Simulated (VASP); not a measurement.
Nb: single point with HSE06

Nb:

```
CELL_PARAMETERS angstrom
2.83219 0.00000 0.00000
-1.41609 2.45275 0.00000
0.00000 0.00000 5.18149
ATOMIC_POSITIONS crystal
Nb 0.33333 0.66667 0.25000
Nb 0.66667 0.33333 0.75000
```

This isn't the form of Nb at room conditions, which is bcc.

```json
{"Program": "VASP 6.6.1", "Task": "single point", "Functional": "HSE06", "Potentials or basis": "VASP PAW PBE potentials, release 64 (Nb_sv)", "Cutoff": "520 eV", "k mesh": "9 × 9 × 4", "Occupations": "gaussian, width 0.1 eV", "Spin": "no spin polarisation"}
```

```yaml
Pressure: 3.2 GPa
Band_gap_on_the_k_mesh: none (metal or under the smearing width)
```

Stress tensor (GPa, compression positive):
```
 2.57 -0.01  0.00
-0.01  2.56  0.00
 0.00  0.00  4.50
```

Levels at points of the mesh, in eV from the Fermi level:
```
           k point  band 11  band 12  band 13  band 14  band 15  band 16
(0.00, 0.00, 0.00)    -1.34     0.05     0.55     0.55     1.11     1.11
(0.00, 0.00, 0.50)    -1.76    -1.76     0.65     0.65     0.65     0.65
```

Run time: 78 min on 1 thread of Intel(R) Xeon(R) 6975P-C (Granite Rapids) (shared host), peak memory 0.32 GiB.

Caveat: the PAW data sets were made with another functional, which shifts forces and pressure a little.
